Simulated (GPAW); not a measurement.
# NiO (Fm-3m) in GPAW: further runs, part 2 of 2

GPAW 26.7.0. The steps go on from the part before.

**3. Relaxation of cell and atoms, PBEsol, collinear spin, ferromagnetic start, target pressure 30 GPa, at which the enthalpy is minimised**

run.py reads:

```python
from ase import Atoms
from ase.filters import FrechetCellFilter
from ase.io import write
from ase.optimize import BFGS
from ase.units import GPa
from gpaw import GPAW, PW, setup_paths

setup_paths.insert(0, '.')

atoms = Atoms(['Ni', 'O'],
              cell=[[0.0, 2.0859016414, 2.0859016414],
                    [2.0859016414, 0.0, 2.0859016414],
                    [2.0859016414, 2.0859016414, 0.0]],
              scaled_positions=[[0.0, 0.0, 0.0],
                                [0.5, 0.5, 0.5]],
              pbc=True)
atoms.set_initial_magnetic_moments([1.0, 0.0])

calc = GPAW(mode=PW(800),
            xc='PBEsol',
            kpts={'size': (9, 9, 9), 'gamma': True},
            occupations={'name': 'fermi-dirac', 'width': 0.05},
            nbands=22,
            convergence={'density': 1e-05, 'forces': 0.0001},
            maxiter=150,
            txt='gpaw.txt')
atoms.calc = calc
opt = BFGS(FrechetCellFilter(atoms, scalar_pressure=30 * GPa), trajectory='relax.traj', logfile='-')
done = opt.run(fmax=0.02, steps=60)
calc.write('gs.gpw')
write('result.traj', atoms)
print('Converged:', done)
print('Cell:', atoms.cell.cellpar().round(4))
print('Volume:', round(atoms.get_volume(), 4))
print(atoms.get_scaled_positions().round(5))
```

Potentials or basis: PAW data sets generated in the run's folder for this functional, pw.

Launch:

```sh
$ gpaw-setup -f PBEsol Ni O
$ OMP_NUM_THREADS=1 python run.py
```

gpaw.txt:

```text
__  _  _
 | _ |_)|_||  |
 |__||  | ||/\| - 26.7.0

Input parameters:
  mode=PW(ecut=800.0),
  convergence={'density': 1e-05, 'forces': 0.0001},
  kpts=MonkhorstPack(size=(9, 9, 9), gamma=True),
  maxiter=150,
  nbands=22,
  occupations=Occupations(name='fermi-dirac', width=0.05),
  xc=XC(name='PBEsol')

Diagonalizing LCAO Hamiltonian
Converting LCAO to pw mode

              O

       Ni

Atoms  # Å, Bohr magnetons
|   | symbol |        x |        y |        z |    initial magnetic moments |
|---|--------|----------|----------|----------|-----------------------------|
| 0 |     Ni | 0.000000 | 0.000000 | 0.000000 | ( 0.0000,  0.0000,  1.0000) |
| 1 |      O | 2.085902 | 2.085902 | 2.085902 | ( 0.0000,  0.0000,  0.0000) |

Unit cell  # Å
| periodic |        x |        y |        z |  lengths |    angles |
|----------|----------|----------|----------|----------|-----------|
|      yes | 0.000000 | 2.085902 | 2.085902 | 2.949910 | 60.000000 |
|      yes | 2.085902 | 0.000000 | 2.085902 | 2.949910 | 60.000000 |
|      yes | 2.085902 | 2.085902 | 0.000000 | 2.949910 | 60.000000 |

Number of symmetries: 48
Symmetry operations  # r_c * U_cc + t_c -> r_c
|    | kind |            matrix            |
|----|------|------------------------------|
|  0 |  σ   |  1, 0, 0,  1, 0,-1,  1,-1, 0 |
|  1 |  C2  |  1, 0, 0,  1,-1, 0,  1, 0,-1 |
|  2 |  E   |  1, 0, 0,  0, 1, 0,  0, 0, 1 |
|  3 |  σ   |  1, 0, 0,  0, 0, 1,  0, 1, 0 |
|  4 |  C4  |  1, 0,-1,  1, 0, 0,  1,-1, 0 |
|  5 |  S6  |  1, 0,-1,  1,-1, 0,  1, 0, 0 |
|  6 |  σ   |  1, 0,-1,  0, 1,-1,  0, 0,-1 |
|  7 |  C3  |  1, 0,-1,  0, 0,-1,  0, 1,-1 |
|  8 |  S6  |  1,-1, 0,  1, 0, 0,  1, 0,-1 |
[... 244 lines left out ...]
No gap
No difference between direct/indirect transitions

Stress tensor  # eV/Ang^3
|        x |         y |         z |
|----------|-----------|-----------|
| 0.028053 |  0.000000 |  0.000000 |
| 0.000000 |  0.028053 | -0.000000 |
| 0.000000 | -0.000000 |  0.028053 |

Forces  # eV/Ang
|       x |        y |        z |
|---------|----------|----------|
| 0.00000 | -0.00000 |  0.00000 |  # Ni   0
| 0.00000 | -0.00000 | -0.00000 |  # O    1

Interpolating wave functions to new cell

              O

[... 577 lines left out ...]
       Ni

Atoms  # Å, Bohr magnetons
|   | symbol |        x |        y |        z |    initial magnetic moments |
|---|--------|----------|----------|----------|-----------------------------|
| 0 |     Ni | 0.000000 | 0.000000 | 0.000000 | ( 0.0000,  0.0000,  0.7064) |
| 1 |      O | 1.999235 | 1.999235 | 1.999235 | ( 0.0000,  0.0000,  0.0924) |

Unit cell  # Å
| periodic |         x |        y |        z |  lengths |    angles |
|----------|-----------|----------|----------|----------|-----------|
|      yes | -0.000000 | 1.999235 | 1.999235 | 2.827345 | 60.000000 |
|      yes |  1.999235 | 0.000000 | 1.999235 | 2.827345 | 60.000000 |
|      yes |  1.999235 | 1.999235 | 0.000000 | 2.827345 | 60.000000 |

Number of symmetries: 48
Symmetry operations  # r_c * U_cc + t_c -> r_c
|    | kind |            matrix            |
|----|------|------------------------------|
|  0 |  σ   |  1, 0, 0,  1, 0,-1,  1,-1, 0 |
|  1 |  C2  |  1, 0, 0,  1,-1, 0,  1, 0,-1 |
|  2 |  E   |  1, 0, 0,  0, 1, 0,  0, 0, 1 |
|  3 |  σ   |  1, 0, 0,  0, 0, 1,  0, 1, 0 |
|  4 |  C4  |  1, 0,-1,  1, 0, 0,  1,-1, 0 |
|  5 |  S6  |  1, 0,-1,  1,-1, 0,  1, 0, 0 |
|  6 |  σ   |  1, 0,-1,  0, 1,-1,  0, 0,-1 |
|  7 |  C3  |  1, 0,-1,  0, 0,-1,  0, 1,-1 |
|  8 |  S6  |  1,-1, 0,  1, 0, 0,  1, 0,-1 |
[... 243 lines left out ...]
Stress tensor  # eV/Ang^3
|         x |         y |         z |
|-----------|-----------|-----------|
| -0.183165 | -0.000000 | -0.000000 |
| -0.000000 | -0.183165 | -0.000000 |
| -0.000000 | -0.000000 | -0.183165 |

Forces  # eV/Ang
|        x |       y |        z |
|----------|---------|----------|
| -0.00000 | 0.00000 |  0.00000 |  # Ni   0
| -0.00000 | 0.00000 | -0.00000 |  # O    1

Interpolating wave functions to new cell

              O

       Ni

Atoms  # Å, Bohr magnetons
|   | symbol |         x |        y |        z |    initial magnetic moments |
|---|--------|-----------|----------|----------|-----------------------------|
| 0 |     Ni | -0.000000 | 0.000000 | 0.000000 | ( 0.0000,  0.0000,  0.7558) |
| 1 |      O |  1.998024 | 1.998024 | 1.998024 | ( 0.0000,  0.0000,  0.0973) |

Unit cell  # Å
| periodic |         x |        y |        z |  lengths |    angles |
|----------|-----------|----------|----------|----------|-----------|
|      yes | -0.000000 | 1.998024 | 1.998024 | 2.825633 | 60.000000 |
|      yes |  1.998024 | 0.000000 | 1.998024 | 2.825633 | 60.000000 |
|      yes |  1.998024 | 1.998024 | 0.000000 | 2.825633 | 60.000000 |

Number of symmetries: 48
Symmetry operations  # r_c * U_cc + t_c -> r_c
|    | kind |            matrix            |
|----|------|------------------------------|
|  0 |  σ   |  1, 0, 0,  1, 0,-1,  1,-1, 0 |
|  1 |  C2  |  1, 0, 0,  1,-1, 0,  1, 0,-1 |
|  2 |  E   |  1, 0, 0,  0, 1, 0,  0, 0, 1 |
|  3 |  σ   |  1, 0, 0,  0, 0, 1,  0, 1, 0 |
|  4 |  C4  |  1, 0,-1,  1, 0, 0,  1,-1, 0 |
|  5 |  S6  |  1, 0,-1,  1,-1, 0,  1, 0, 0 |
|  6 |  σ   |  1, 0,-1,  0, 1,-1,  0, 0,-1 |
|  7 |  C3  |  1, 0,-1,  0, 0,-1,  0, 1,-1 |
|  8 |  S6  |  1,-1, 0,  1, 0, 0,  1, 0,-1 |
[... 241 lines left out ...]
Stress tensor  # eV/Ang^3
|         x |         y |         z |
|-----------|-----------|-----------|
| -0.187193 | -0.000000 | -0.000000 |
| -0.000000 | -0.187193 |  0.000000 |
| -0.000000 |  0.000000 | -0.187193 |

Forces  # eV/Ang
|       x |       y |        z |
|---------|---------|----------|
| 0.00000 | 0.00000 | -0.00000 |  # Ni   0
| 0.00000 | 0.00000 | -0.00000 |  # O    1

# Writing to gs.gpw (mode='')
```

stdout:

```text
Step          Energy          fmax
BFGS:    0      -10.845020        1.953988
BFGS:    1      -10.985972        1.405258
BFGS:    2      -11.104133        0.358392
BFGS:    3      -11.111586        0.032602
BFGS:    4      -11.111613        0.000414
Converged: True
Cell: [ 2.8256  2.8256  2.8256 60.     60.     60.    ]
Volume: 15.9526
[[0.  0.  0. ]
 [0.5 0.5 0.5]]
```

Wall time 2.6 min (1 thread of Arm Neoverse V1, shared host); peak memory 0.25 GiB.

Results:

* Free energy: -14.0987 eV
* Relaxed volume: 7.98 Å³/atom
* Relaxed cell: a = 2.826 Å, b = 2.826 Å, c = 2.826 Å, α = 60.00°, β = 60.00°, γ = 60.00°
* Space group after relaxing (to 0.05 Å): Fm-3m (No. 225)
* Energy change on relaxing (the enthalpy is what falls): +71.9 meV/atom
* Ionic steps: 5
* Pressure after relaxing: 30.0 GPa
* Band gap on the k mesh: none (metal or under the smearing width)
* Net moment: 0.88 μB per cell
* Site moments: Ni +0.75; O +0.10 μB

Step by step:
| step | energy change (eV) | largest force (eV/Å) | pressure (GPa) | volume (Å³) |
| --- | --- | --- | --- | --- |
| 1 | 0.0000 | 0.0000 | -4.49 | 18.15 |
| 2 | -0.0027 | 0.0000 | 4.13 | 17.41 |
| 3 | 0.2105 | 0.0000 | 37.34 | 15.64 |
| 4 | 0.1383 | 0.0000 | 29.35 | 15.98 |
| 5 | 0.1437 | 0.0000 | 29.99 | 15.95 |

Final structure:
```
Ni O
1.0
     0.00000    1.99802    1.99802
     1.99802    0.00000    1.99802
     1.99802    1.99802    0.00000
Ni O
1 1
Direct
  0.00000 0.00000 0.00000
  0.50000 0.50000 0.50000
```

Levels at points of the mesh, in eV from the Fermi level:
Spin up:
```csv
k point,band 8,band 9,band 10,band 11,band 12,band 13,band 14,band 15,band 16,band 17
"(0.00, 0.00, 0.00)",-2.74,-2.74,-2.74,-2.71,-2.71,2.00,17.67,19.60,19.60,19.60
```
Spin down:
```csv
k point,band 9,band 10,band 11,band 12,band 13,band 14
"(0.00, 0.00, 0.00)",-2.28,-2.28,-1.51,-1.51,2.19,17.66
```

Caveat: each step starts from the last one's moments, so a moment once lost doesn't come back; the stock nickel data set gives pressures a few GPa off other programs; later steps reuse the first step's grids; a cell with one magnetic atom can't hold antiferromagnetic order, which such compounds often take; semilocal functionals often make such compounds metallic where correlation or magnetic order opens a gap, which also shifts bond lengths. With open d or f shells a metallic result of PBEsol can be an artefact of self-interaction; +U or a hybrid may open a gap.

**4. Relaxation of cell and atoms, PBEsol, collinear spin, ferromagnetic start**

run.py: that of step 3 with these lines changed.

```diff
@@ -4,3 +4,2 @@
 from ase.optimize import BFGS
-from ase.units import GPa
 from gpaw import GPAW, PW, setup_paths
@@ -27,3 +26,3 @@
 atoms.calc = calc
-opt = BFGS(FrechetCellFilter(atoms, scalar_pressure=30 * GPa), trajectory='relax.traj', logfile='-')
+opt = BFGS(FrechetCellFilter(atoms), trajectory='relax.traj', logfile='-')
 done = opt.run(fmax=0.02, steps=60)
```

Launch:

```sh
$ gpaw-setup -f PBEsol Ni O
$ OMP_NUM_THREADS=1 python run.py
```

Run time: 1.8 min. Hardware: 1 thread of Arm Neoverse V2, shared host; peak memory 0.25 GiB.

The run converged. Its results:

```
Free energy                            : -14.2498 eV
Relaxed volume                         : 8.87 Å³/atom
Relaxed cell                           : a = 2.927 Å, b = 2.927 Å, c = 2.927 Å, α = 60.00°, β = 60.00°, γ = 60.00°
Space group after relaxing (to 0.05 Å) : Fm-3m (No. 225)
Energy gained by relaxing              : 3.5 meV/atom
Ionic steps                            : 4
Pressure after relaxing                : -0.1 GPa
Band gap on the k mesh                 : none (metal or under the smearing width)
Net moment                             : 1.09 μB per cell
Site moments                           : Ni +0.93; O +0.11 μB
```

Step by step:
```tsv
step	energy change (eV)	largest force (eV/Å)	pressure (GPa)	volume (Å³)
1	0.0000	0.0000	-4.49	18.15
2	-0.0028	0.0000	-3.65	18.05
3	-0.0067	0.0000	1.04	17.64
4	-0.0069	0.0000	-0.06	17.73
```

Final structure:
```
CELL_PARAMETERS angstrom
0.00000 2.06967 2.06967
2.06967 0.00000 2.06967
2.06967 2.06967 0.00000
ATOMIC_POSITIONS crystal
Ni 0.00000 0.00000 0.00000
O 0.50000 0.50000 0.50000
```

Levels at points of the mesh, in eV from the Fermi level:
Spin up:
```tsv
k point	band 10	band 11	band 12	band 13	band 14	band 15
(0.00, 0.00, 0.00)	-2.44	-2.44	-2.44	1.37	17.41	18.80
```
Spin down:
| k point | band 9 | band 10 | band 11 | band 12 | band 13 | band 14 |
| --- | --- | --- | --- | --- | --- | --- |
| (0.00, 0.00, 0.00) | -1.87 | -1.87 | -1.11 | -1.11 | 1.58 | 17.39 |

Caveat: each step starts from the last one's moments, so a moment once lost doesn't come back; the stock nickel data set gives pressures a few GPa off other programs; later steps reuse the first step's grids; a cell with one magnetic atom can't hold antiferromagnetic order, which such compounds often take; semilocal functionals often make such compounds metallic where correlation or magnetic order opens a gap, which also shifts bond lengths. With open d or f shells a metallic result of PBEsol can be an artefact of self-interaction; +U or a hybrid may open a gap.

**5. Overview**

| cell | target pressure | gap on the mesh (eV) | pressure (GPa) | moment (μB) |
| --- | --- | --- | --- | --- |
| relaxed to 20 GPa | 20 GPa | none | 20.0 | 0.93 |
| relaxed to 30 GPa | 30 GPa | none | 30.0 | 0.88 |
| relaxed | - | none | -0.1 | 1.09 |

Alike in all rows: task relaxation of cell and atoms; level PBEsol; potentials or basis PAW data sets generated in the run's folder for this functional, pw; spin collinear, ferromagnetic start; k mesh 9 × 9 × 9; cutoff (eV) 800; smearing fermi-dirac 0.05 eV.

Caveats: each step starts from the last one's moments, so a moment once lost doesn't come back; the stock nickel data set gives pressures a few GPa off other programs; later steps reuse the first step's grids; a cell with one magnetic atom can't hold antiferromagnetic order, which such compounds often take; semilocal functionals often make such compounds metallic where correlation or magnetic order opens a gap, which also shifts bond lengths.

Absolute energies hang on the potentials; compare differences alone.
